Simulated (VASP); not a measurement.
# GaAs (F-43m) in VASP: further runs

Runs on GaAs. Level: PBEsol. Tasks: relaxation of cell and atoms.

All numbers are computed with VASP 6.6.1; they aren't measurements. Logs are shortened: lines on timing, memory, paths and dates and some standing lists are left out, and cuts for length are marked.

## 1. Starting point

Symmetry: F-43m, No. 216, cubic system. Conventional cell: a = 5.654 Å, b = 5.654 Å, c = 5.654 Å, α = 90.00°, β = 90.00°, γ = 90.00°. Ga (site symmetry -43m) has 4 As at 2.45 Å as nearest neighbours. Around As (site symmetry -43m) lie 4 Ga at 2.45 Å.

The cell was built by a generator and needn't be a form met in nature.

## 2. Relaxation of cell and atoms, PBEsol

Input file INCAR:

```
ALGO = Normal ; EDIFF = 1E-6
EDIFFG = -0.01 ; ENCUT = 600
GGA = PS ; IBRION = 2
ISIF = 3 ; ISMEAR = 0
LASPH = True ; LCHARG = False
LREAL = False ; LWAVE = False
NELM = 80 ; NSW = 90
PREC = Accurate ; SIGMA = 0.03
```

Input file KPOINTS:

```
k-points
0
Gamma
  10 10 10
```

Input file POSCAR:

```
GaAs
1.0
    0.0000000000      2.8268500000      2.8268500000
    2.8268500000      0.0000000000      2.8268500000
    2.8268500000      2.8268500000      0.0000000000
Ga As
1 1
Direct
    0.0000000000      0.0000000000      0.0000000000
    0.2500000000      0.2500000000      0.2500000000
```

Potentials or basis: VASP PAW PBE potentials, release 64 (Ga_d, As).

Command:

```
$ cat potpaw_PBE.64/Ga_d/POTCAR potpaw_PBE.64/As/POTCAR > POTCAR
$ mpirun -np 1 vasp_std > vasp.out
```

OUTCAR:

```text
EDIFF = 1E-6
   EDIFFG = -0.01
   ENCUT = 600
   GGA = PS
   IBRION = 2
   ISIF = 3
   ISMEAR = 0
   LASPH = True
   LREAL = False
   NELM = 80
   NSW = 90
   PREC = Accurate

 ion  position               nearest neighbor table
   1  0.000  0.000  0.000-   2 2.45   2 2.45   2 2.45   2 2.45
   2  0.250  0.250  0.250-   1 2.45   1 2.45   1 2.45   1 2.45

  LATTYP: Found a face centered cubic cell.
 ALAT       =     5.6537000000

  Lattice vectors:

 A1 = (   0.0000000000,   2.8268500000,   2.8268500000)
 A2 = (   2.8268500000,   0.0000000000,   2.8268500000)
 A3 = (   2.8268500000,   2.8268500000,   0.0000000000)

Analysis of symmetry for initial positions (statically):
=====================================================================
 Subroutine PRICEL returns:
 Original cell was already a primitive cell.

 Routine SETGRP: Setting up the symmetry group for a
 face centered cubic supercell.

 Subroutine GETGRP returns: Found 24 space group operations
 (whereof 24 operations were pure point group operations)
 out of a pool of 48 trial point group operations.

The static configuration has the point symmetry T_d .

Analysis of symmetry for dynamics (positions and initial velocities):
=====================================================================
 Subroutine PRICEL returns:
 Original cell was already a primitive cell.

 Routine SETGRP: Setting up the symmetry group for a
 face centered cubic supercell.

 Subroutine GETGRP returns: Found 24 space group operations
 (whereof 24 operations were pure point group operations)
 out of a pool of 48 trial point group operations.

The dynamic configuration has the point symmetry T_d .

 Subroutine INISYM returns: Found 24 space group operations
 (whereof 24 operations are pure point group operations),
 and found     1 'primitive' translations

----------------------------------------------------------------------------------------

                                     Primitive cell

  volume of cell :      45.1792

  direct lattice vectors                    reciprocal lattice vectors
     0.000000000  2.826850000  2.826850000    -0.176875321  0.176875321  0.176875321
     2.826850000  0.000000000  2.826850000     0.176875321 -0.176875321  0.176875321
     2.826850000  2.826850000  0.000000000     0.176875321  0.176875321 -0.176875321

  length of vectors
     3.997769609  3.997769609  3.997769609     0.306357042  0.306357042  0.306357042
[... 103 lines left out ...]
  Fermi-wavevector in a.u.,A,eV,Ry     =   1.204628  2.276417 19.743799  1.451128
  Thomas-Fermi vector in A             =   2.340347
   LORBIT       =      0    0 simple, 1 ext, 2 COOP (PROOUT), +10 PAW based schemes
   GGA     = PS    functional components
   LHFCALC =     F    Hartree Fock is set to
   AEXX    =    0.0000 exact exchange contribution
   IVDW    =     0    specifies the selected vdW correction
   LEPSILON=     F    determine dielectric tensor
   LRPA    =     F    only Hartree local field effects (RPA)
 conjugate gradient relaxation of ions
 non-spin polarized calculation
 Gauss-broadening in eV      SIGMA  =   0.03
  energy-cutoff  :      600.00
  volume of cell :       45.18
 maximum number of plane-waves:      1524
   NGX = 15   NGY = 15   NGZ = 15

--------------------------------------- Ionic step        1  -------------------------------------------

 number of electron      18.0000011 magnetization

 Free energy of the ion-electron system (eV)
  ---------------------------------------------------
  ext. energy  EPLUGINS =         0.00000000
  ---------------------------------------------------
  free energy    TOTEN  =        -9.09121942 eV

  energy without entropy =       -9.09121942  energy(sigma->0) =       -9.09121942

------------------------ aborting loop because EDIFF is reached ----------------------------------------

  FORCE on cell =-STRESS in cart. coord.  units (eV):
  Direction    XX          YY          ZZ          XY          YZ          ZX
  --------------------------------------------------------------------------------------
  -------------------------------------------------------------------------------------
  Total        0.0926627      0.0926627      0.0926627      0.0000000      0.0000000      0.0000000
  in kB        3.2860738      3.2860738      3.2860738      0.0000000      0.0000000      0.0000000
  external PRESSURE =       3.2860738 kB  Pullay stress =       0.0000000 kB
[... 59 lines left out ...]
--------------------------------------- Ionic step        3  -------------------------------------------

 number of electron      18.0000010 magnetization

 Free energy of the ion-electron system (eV)
  ---------------------------------------------------
  ext. energy  EPLUGINS =         0.00000000
  ---------------------------------------------------
  free energy    TOTEN  =        -9.09145225 eV

  energy without entropy =       -9.09145225  energy(sigma->0) =       -9.09145225

 E-fermi :   3.9313     XC(G=0):  -9.7513

 val. band max:        3.7587646233   @ k =   0.0000   0.0000   0.0000
 cond. band min:       4.1788883343   @ k =   0.0000   0.0000   0.0000
 fundamental gap:      0.4201237110
 Fermi energy:         3.9313055144

 k-point     1 :       0.0000    0.0000    0.0000
  band No.  band energies     occupation
      1     -11.0068      2.00000
      2     -11.0068      2.00000
      3     -11.0068      2.00000
      4     -10.9280      2.00000
      5     -10.9280      2.00000
      6      -8.9588      2.00000
      7       3.7588      2.00000
      8       3.7588      2.00000
      9       3.7588      2.00000
     10       4.1789      0.00000
     11       7.4483      0.00000
     12       7.4483      0.00000
     13       7.4483      0.00000
[... 354 lines left out ...]
  band No.  band energies     occupation
      1     -11.0987      2.00000
      2     -10.9710      2.00000
      3     -10.9695      2.00000
      4     -10.9457      2.00000
      5     -10.9185      2.00000
      6      -7.2261      2.00000
      7      -1.9197      2.00000
      8       1.1627      2.00000
      9       1.5070      2.00000
     10       5.5208      0.00000
     11       6.5347      0.00000
     12      10.9738      0.00000
     13      11.6324      0.00000

 [... further k-points ...]

------------------------ aborting loop because EDIFF is reached ----------------------------------------

  FORCE on cell =-STRESS in cart. coord.  units (eV):
  Direction    XX          YY          ZZ          XY          YZ          ZX
  --------------------------------------------------------------------------------------
  -------------------------------------------------------------------------------------
  Total        0.0038439      0.0038439      0.0038439      0.0000000      0.0000000     -0.0000000
  in kB        0.1356594      0.1356594      0.1356594      0.0000000      0.0000000     -0.0000000
  external PRESSURE =       0.1356594 kB  Pullay stress =       0.0000000 kB
[... 17 lines left out ...]
  FREE ENERGIE OF THE ION-ELECTRON SYSTEM (eV)
  ---------------------------------------------------
  free  energy   TOTEN  =        -9.0914522499 eV

  energy  without entropy=       -9.0914522499  energy(sigma->0) =       -9.09145225

 reached required accuracy - stopping structural energy minimisation
```

OSZICAR:

```text
N       E                     dE             d eps       ncg     rms          rms(c)
DAV:   1     0.833888450572E+02    0.83389E+02   -0.98374E+03  1230   0.205E+03
DAV:   2    -0.248874474402E+01   -0.85878E+02   -0.82845E+02  1323   0.347E+02
DAV:   3    -0.917122822217E+01   -0.66825E+01   -0.66232E+01  1557   0.778E+01
[... 20 lines left out ...]
DAV:   2    -0.909156862123E+01    0.42455E-03   -0.78910E-04  1522   0.689E-01    0.613E-02
DAV:   3    -0.909146299403E+01    0.10563E-03   -0.13105E-04  1602   0.237E-01    0.136E-02
DAV:   4    -0.909145350113E+01    0.94929E-05   -0.12023E-05  1431   0.541E-02    0.461E-03
DAV:   5    -0.909145225389E+01    0.12472E-05   -0.74591E-07   611   0.141E-02    0.965E-04
DAV:   6    -0.909145224994E+01    0.39481E-08   -0.15676E-07   611   0.604E-03
   3 F= -.90914522E+01 E0= -.90914522E+01  d E =-.232830E-03
```

CONTCAR:

```text
GaAs
   1.00000000000000
    -0.0000000000000000    2.8313993251763883    2.8313993251763883
     2.8313993251763883    0.0000000000000000    2.8313993251763883
     2.8313993251763883    2.8313993251763883    0.0000000000000000
  Ga              As
     1     1
Direct
     0.0000000000000000    0.0000000000000000    0.0000000000000000
     0.2500000000000000    0.2500000000000000    0.2500000000000000

  0.00000000E+00  0.00000000E+00  0.00000000E+00
  0.00000000E+00  0.00000000E+00  0.00000000E+00
```

Wall time 85 s (1 thread of AMD EPYC 7R43 (Zen 3), shared host); peak memory 0.18 GiB.

Results:

```
Free energy                            : -9.0915 eV
Relaxed volume                         : 22.70 Å³/atom
Relaxed cell                           : a = 4.004 Å, b = 4.004 Å, c = 4.004 Å, α = 60.00°, β = 60.00°, γ = 60.00°
Space group after relaxing (to 0.05 Å) : F-43m (No. 216)
Energy gained by relaxing              : 0.1 meV/atom
Ionic steps                            : 3
Pressure after relaxing                : 0.0 GPa
Band gap on the k mesh                 : 0.42 eV, direct
```

The path:
| step | energy change (eV) | largest force (eV/Å) | pressure (GPa) | volume (Å³) |
| --- | --- | --- | --- | --- |
| 1 | 0.0000 | 0.0000 | 0.33 | 45.18 |
| 2 | -0.0002 | 0.0000 | -0.18 | 45.48 |
| 3 | -0.0002 | 0.0000 | 0.01 | 45.40 |

Final structure:
```cif
data_structure
_symmetry_space_group_name_H-M 'P 1'
_symmetry_Int_Tables_number 1
_cell_length_a 4.0042
_cell_length_b 4.0042
_cell_length_c 4.0042
_cell_angle_alpha 60.000
_cell_angle_beta 60.000
_cell_angle_gamma 60.000
_cell_volume 45.40
loop_
_atom_site_label
_atom_site_type_symbol
_atom_site_fract_x
_atom_site_fract_y
_atom_site_fract_z
_atom_site_occupancy
Ga1 Ga 0.00000 0.00000 0.00000 1
As1 As 0.25000 0.25000 0.25000 1
```

Caveat: the PAW data sets were made with another functional, which shifts forces and pressure a little.

## 3. Relaxation of cell and atoms, PBEsol

This run uses another cell than the first one, of 22.70 Å³/atom, 1.005 times its volume.

INCAR: that of step 2 with these lines changed.

```diff
@@ -1,3 +1,3 @@
-ALGO = Normal ; EDIFF = 1E-6
-EDIFFG = -0.01 ; ENCUT = 600
+ALGO = Normal ; EDIFF = 1E-7
+EDIFFG = -0.005 ; ENCUT = 600
 GGA = PS ; IBRION = 2
```

KPOINTS is that of step 2.

Input file POSCAR:

```
GaAs                                    
1.0
   -0.0000000000      2.8313993252      2.8313993252
    2.8313993252      0.0000000000      2.8313993252
    2.8313993252      2.8313993252      0.0000000000
  Ga              As            
     1     1
Direct
     0.0000000000000000    0.0000000000000000    0.0000000000000000
     0.2500000000000000    0.2500000000000000    0.2500000000000000
```

Potentials or basis: VASP PAW PBE potentials, release 64 (Ga_d, As).

Command:

```
$ cat potpaw_PBE.64/Ga_d/POTCAR potpaw_PBE.64/As/POTCAR > POTCAR
$ mpirun -np 1 vasp_std > vasp.out
```

Run time: 40 s. Hardware: 1 thread of AMD EPYC 7R43 (Zen 3), shared host; peak memory 0.16 GiB.

The run converged. Its results:

```yaml
Free_energy: -9.0915 eV
Pressure_after_relaxing: 0.0 GPa
Band_gap_on_the_k_mesh: 0.42 eV, direct
```

Final structure:
```xyz
2
Lattice="0.0000 2.8314 2.8314 2.8314 0.0000 2.8314 2.8314 2.8314 0.0000" Properties=species:S:1:pos:R:3 pbc="T T T"
Ga    0.0000    0.0000    0.0000
As    1.4157    1.4157    1.4157
```

Levels at points of the mesh, in eV from the valence-band top:
| k point | band 7 | band 8 | band 9 | band 10 | band 11 | band 12 |
| --- | --- | --- | --- | --- | --- | --- |
| (0.00, 0.00, 0.00) | 0.00 | 0.00 | 0.00 | 0.42 | 3.69 | 3.69 |
| (0.50, 0.00, 0.00) | -6.65 | -1.14 | -1.14 | 0.92 | 4.58 | 4.58 |
| (0.50, 0.50, 0.00) | -6.83 | -2.68 | -2.68 | 1.36 | 1.57 | 10.09 |

Caveat: the relaxation stopped at its first step, so nothing moved; the PAW data sets were made with another functional, which shifts forces and pressure a little. A k mesh can miss the band edges.

(Part 1 of 2 ends here.)
